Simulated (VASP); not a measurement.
**SnO in VASP: one cell, several levels of theory, part 1 of 2**

Aim: gap, levels, forces and stress of SnO in the database structure, under +2.0 % equal strain in all directions at fixed geometry. Runs: PBE, r2SCAN. The results are then set beside those of Ansatz 0.2.0 for the same cell.

Program: VASP 6.6.1. PAW datasets, plane waves. Calculated at 0 K for a non-magnetic cell.

## 1. The system as given

The cell comes from an earlier relaxation with r2SCAN+rVV10 in another program, then strained, with the atoms relaxed again.

It is tetragonal, P4/nmm (No. 129); conventional cell a = 3.868 Å, c = 4.854 Å, 18.16 Å³ an atom. Around Sn lie 4 O at 2.24 Å; around O lie 4 Sn at 2.24 Å.

The structure in full:

```xyz
4
Lattice="3.8684 0.0000 0.0000 0.0000 3.8684 0.0000 0.0000 0.0000 4.8536" Properties=species:S:1:pos:R:3 pbc="T T T"
Sn    0.0000    1.9342    1.1264
Sn    1.9342    0.0000    3.7271
O     1.9342    1.9342    0.0000
O     0.0000    0.0000    0.0000
```

## 2. PBE

INCAR reads:

```
ENCUT = 520.000000
SIGMA = 0.020000
EDIFF = 1.00e-07
GGA = PE
PREC = Accurate
IBRION = -1
ISIF = 2
ISMEAR = -1
NBANDS = 28
NELM = 120
NSW = 0
LASPH = .TRUE.
LCHARG = .FALSE.
LWAVE = .FALSE.
LREAL = .FALSE.
```

KPOINTS reads:

```
KPOINTS created by Atomic Simulation Environment
0
Gamma
6 6 6
0 0 0
```

KPOINTS_OPT reads:

```
special points
7
Reciprocal
0.0000000000 0.0000000000 0.0000000000 1
0.0000000000 0.5000000000 0.0000000000 1
0.5000000000 0.5000000000 0.0000000000 1
0.0000000000 0.0000000000 0.5000000000 1
0.0000000000 0.5000000000 0.5000000000 1
0.5000000000 0.5000000000 0.5000000000 1
-0.0885420000 -0.0833330000 0.0000000000 1
```

POSCAR reads:

```
Sn O
 1.0000000000000000
     3.8684398229000001    0.0000000000000000    0.0000000000000000
     0.0000000000000000    3.8684398229000001    0.0000000000000000
     0.0000000000000000    0.0000000000000000    4.8535549723999996
 Sn  O
   2   2
Cartesian
  0.0000000000000000  1.9342199114500001  1.1264054007556932
  1.9342199114500001  0.0000000000000000  3.7271495716443059
  1.9342199114500001  1.9342199114500001  0.0000000000000000
 -0.0000000000000000  0.0000000000000000  0.0000000000000000
```

Potentials: the recommended PBE PAW datasets, 40 valence electrons in the neutral cell.

Started as:

```console
$ mpirun -np 1 vasp_std
```

Printed to the terminal (iteration lines stand in OSZICAR):

```text
POSCAR found type information on POSCAR SnO
 POSCAR found :  2 types and       4 ions
 LDA part: xc-table for (Slater+PW92), standard interpolation
 POSCAR, INCAR and KPOINTS ok, starting setup
 FFT: planning ... GRIDC
 FFT: planning ... GRID_SOFT
 FFT: planning ... GRID
 WAVECAR not read
 entering main loop
 Start KPOINTS_OPT (optional k-point list driver)
k-point batch [1-7\7]
```

OSZICAR:

```text
N       E                     dE             d eps       ncg     rms          rms(c)
DAV:   1     0.418052291430E+03    0.41805E+03   -0.19948E+04  2352   0.217E+03
DAV:   2     0.365877672785E+02   -0.38146E+03   -0.36558E+03  2356   0.542E+02
DAV:   3    -0.234961324925E+02   -0.60084E+02   -0.59044E+02  2528   0.180E+02
DAV:   4    -0.263515718391E+02   -0.28554E+01   -0.28418E+01  2576   0.422E+01
DAV:   5    -0.264198784033E+02   -0.68307E-01   -0.68297E-01  2476   0.700E+00    0.117E+01
DAV:   6    -0.227417030674E+02    0.36782E+01   -0.17455E+01  3600   0.449E+01    0.501E+00
DAV:   7    -0.227181732322E+02    0.23530E-01   -0.20805E+00  2652   0.864E+00    0.249E+00
DAV:   8    -0.227059321729E+02    0.12241E-01   -0.30315E-01  2868   0.371E+00    0.818E-01
DAV:   9    -0.226978067461E+02    0.81254E-02   -0.49767E-02  3556   0.225E+00    0.248E-01
DAV:  10    -0.226991844736E+02   -0.13777E-02   -0.75533E-03  3052   0.776E-01    0.145E-01
DAV:  11    -0.226988159800E+02    0.36849E-03   -0.21330E-03  3408   0.423E-01    0.239E-02
DAV:  12    -0.226988528537E+02   -0.36874E-04   -0.28272E-04  2312   0.954E-02    0.353E-02
DAV:  13    -0.226988446230E+02    0.82307E-05   -0.49760E-05  3196   0.656E-02    0.306E-03
DAV:  14    -0.226988449110E+02   -0.28801E-06   -0.46456E-06  2484   0.133E-02    0.424E-03
DAV:  15    -0.226988449891E+02   -0.78049E-07   -0.12642E-07  1776   0.294E-03
   1 F= -.22698845E+02 E0= -.22698845E+02  d E =-.197031E-06
       N       E                     dE             ncg
DAV:   1     0.340590591078E+04   -0.52058E+04      396
DAV:   2     0.806701795038E+03   -0.25992E+04      392
DAV:   3     0.381065251891E+03   -0.42564E+03      460
DAV:   4     0.359731958373E+03   -0.21333E+02      444
DAV:   5     0.359232714606E+03   -0.49924E+00      408
DAV:   6     0.359209872466E+03   -0.22842E-01      512
DAV:   7     0.359208827876E+03   -0.10446E-02      504
DAV:   8     0.359208819037E+03   -0.88390E-05      516
DAV:   9     0.359208818923E+03   -0.11361E-06      356
DAV:  10     0.359208818914E+03   -0.85156E-08      240
```

The lines after F= are the extra pass for the points of KPOINTS_OPT, at fixed density; their E is not a total energy.

From OUTCAR:

```text
k-points           NKPTS =     40   k-points in BZ     NKDIM =     40   number of bands    NBANDS=     28

   NELECT =      40.0000    total number of electrons

   dimension x,y,z NGX =    30 NGY =   30 NGZ =   36
   dimension x,y,z NGXF=    60 NGYF=   60 NGZF=   72

  energy-cutoff  :      520.00
  volume of cell :       72.63
      direct lattice vectors                 reciprocal lattice vectors
     3.868439823  0.000000000  0.000000000     0.258502147  0.000000000  0.000000000
     0.000000000  3.868439823  0.000000000     0.000000000  0.258502147  0.000000000
     0.000000000  0.000000000  4.853554972     0.000000000  0.000000000  0.206034547

 k-points in reciprocal lattice and weights: KPOINTS created by Atomic Simulation Env
   0.00000000  0.00000000  0.00000000       0.005
   0.16666667  0.00000000  0.00000000       0.019
   0.33333333  0.00000000  0.00000000       0.019
   0.50000000  0.00000000  0.00000000       0.009
   0.16666667  0.16666667  0.00000000       0.019
   0.33333333  0.16666667  0.00000000       0.037
   0.50000000  0.16666667  0.00000000       0.019
   0.33333333  0.33333333  0.00000000       0.019
[... 32 more k-points ...]

 E-fermi :   6.8000

 k-point     1 :       0.0000    0.0000    0.0000
  band No.  band energies     occupation
      1     -15.2169      2.00000
      2     -14.8027      2.00000
      3     -14.8027      2.00000
      4     -14.7891      2.00000
      5     -14.7602      2.00000
      6     -14.7558      2.00000
      7     -14.7168      2.00000
      8     -14.7049      2.00000
      9     -14.6868      2.00000
     10     -14.6868      2.00000
     11     -13.2942      2.00000
     12     -10.8141      2.00000
     13      -0.6888      2.00000
     14       0.3068      2.00000
     15       0.5434      2.00000
     16       0.5434      2.00000
     17       3.3521      2.00000
     18       3.5138      2.00000
     19       3.5138      2.00000
     20       6.5778      1.99997
     21       8.5991      0.00000
     22      10.9499      0.00000
     23      11.4683      0.00000
     24      11.4683      0.00000
     25      12.4064      0.00000
     26      12.4064      0.00000
     27      13.5626      0.00000
     28      14.0022      0.00000

 k-point     2 :       0.1667    0.0000    0.0000
  band No.  band energies     occupation
      1     -15.2011      2.00000
      2     -14.8127      2.00000
      3     -14.7975      2.00000
      4     -14.7959      2.00000
      5     -14.7641      2.00000
      6     -14.7628      2.00000
      7     -14.7469      2.00000
      8     -14.7091      2.00000
      9     -14.6911      2.00000
     10     -14.6869      2.00000
     11     -13.0849      2.00000
     12     -10.9475      2.00000
     13      -0.8390      2.00000
     14       0.2753      2.00000
     15       0.7175      2.00000
     16       0.7283      2.00000
     17       2.9755      2.00000
     18       3.2815      2.00000
     19       3.3843      2.00000
     20       6.5624      1.99999
     21       9.3430      0.00000
     22       9.9550      0.00000
     23      11.5619      0.00000
     24      11.6291      0.00000
     25      11.7981      0.00000
     26      12.5394      0.00000
     27      13.8338      0.00000
     28      15.7118      0.00000

 k-point     3 :       0.3333    0.0000    0.0000
  band No.  band energies     occupation
      1     -15.1570      2.00000
      2     -14.9571      2.00000
      3     -14.7854      2.00000
      4     -14.7779      2.00000
      5     -14.7684      2.00000
      6     -14.7548      2.00000
      7     -14.7234      2.00000
      8     -14.7161      2.00000
      9     -14.7026      2.00000
     10     -14.6892      2.00000
     11     -12.5713      2.00000
     12     -11.3418      2.00000
     13      -0.9588      2.00000
     14      -0.0957      2.00000
     15       1.2069      2.00000
     16       1.2107      2.00000
     17       2.5516      2.00000
     18       2.6776      2.00000
     19       3.3108      2.00000
     20       5.6573      2.00000
     21       9.5059      0.00000
     22      10.2737      0.00000
     23      11.5021      0.00000
     24      12.0661      0.00000
     25      12.2853      0.00000
     26      12.7506      0.00000
     27      14.2996      0.00000
     28      16.9095      0.00000

 k-point     4 :       0.5000    0.0000    0.0000
  band No.  band energies     occupation
      1     -15.0796      2.00000
      2     -15.0796      2.00000
      3     -14.7748      2.00000
      4     -14.7748      2.00000
      5     -14.7597      2.00000
      6     -14.7597      2.00000
      7     -14.7144      2.00000
      8     -14.7144      2.00000
      9     -14.6989      2.00000
     10     -14.6989      2.00000
     11     -11.9323      2.00000
     12     -11.9323      2.00000
     13      -0.6831      2.00000
     14      -0.6831      2.00000
     15       1.8871      2.00000
     16       1.8871      2.00000
     17       1.9142      2.00000
     18       1.9142      2.00000
     19       4.2284      2.00000
     20       4.2284      2.00000
     21       9.8830      0.00000
     22       9.8830      0.00000
     23      12.4453      0.00000
     24      12.4453      0.00000
     25      12.5796      0.00000
     26      12.5796      0.00000
     27      15.2177      0.00000
     28      15.2177      0.00000

 k-point     5 :       0.1667    0.1667    0.0000
  band No.  band energies     occupation
      1     -15.1890      2.00000
      2     -14.8660      2.00000
      3     -14.8030      2.00000
      4     -14.7782      2.00000
      5     -14.7774      2.00000
      6     -14.7586      2.00000
      7     -14.7401      2.00000
      8     -14.7107      2.00000
      9     -14.6889      2.00000
     10     -14.6822      2.00000
     11     -12.9046      2.00000
     12     -11.0511      2.00000
     13      -1.0977      2.00000
     14       0.0966      2.00000
     15       0.6636      2.00000
     16       1.2693      2.00000
     17       2.7600      2.00000
     18       2.8202      2.00000
     19       3.7616      2.00000
     20       6.4912      2.00000
     21       9.7897      0.00000
     22       9.8625      0.00000
     23      10.5905      0.00000
     24      11.1093      0.00000
     25      12.0471      0.00000
     26      12.8945      0.00000
     27      15.0094      0.00000
     28      16.3140      0.00000

[... the tables of k-points 6 to 40 left out ...]

  Total        0.8727999      0.8727999      1.4967427      0.0000000      0.0000000      0.0000000
  in kB       19.2527875     19.2527875     33.0161249      0.0000000      0.0000000      0.0000000
  external PRESSURE =      23.8405666 kB  Pullay stress =       0.0000000 kB

 POSITION                                       TOTAL-FORCE (eV/Angst)
 -----------------------------------------------------------------------------------
      0.00000      1.93422      1.12641        -0.000000     -0.000000      0.535542
      1.93422      0.00000      3.72715         0.000000     -0.000000     -0.535542
      1.93422      1.93422      0.00000        -0.000000     -0.000000      0.000000
      0.00000      0.00000      0.00000        -0.000000      0.000000      0.000000
 -----------------------------------------------------------------------------------
    total drift:                                0.000000      0.000000     -0.000000

  FREE ENERGIE OF THE ION-ELECTRON SYSTEM (eV)
  ---------------------------------------------------
  free  energy   TOTEN  =       -22.6988449891 eV

  energy  without entropy=      -22.6988447920  energy(sigma->0) =      -22.69884489
```

Hardware: 1 MPI rank of Intel Xeon Platinum 8488C, shared host.

The levels at the points of KPOINTS_OPT are read from vasprun.xml.

Near the gap, in eV above the top of the last filled band v; c is the band after it:

```csv
point,v−1,v,c,c+1
Γ,-3.10,-0.03,1.99,4.34
X,-2.38,-2.38,3.27,3.27
M,-1.67,-1.67,0.41,0.41
Z,-3.11,-1.85,1.56,3.17
R,-1.50,-1.50,2.68,2.68
A,-2.43,-2.43,2.64,2.64
```

Gap with PBE: 0.41 eV, valence top at (-0.09, -0.08, 0.00), conduction bottom at M. Least direct gap: 1.95 eV. The pressure is 2.38 GPa, and the largest force is 0.536 eV/Å, on atom 1 (Sn).

(Continued in part 2 of 2.)
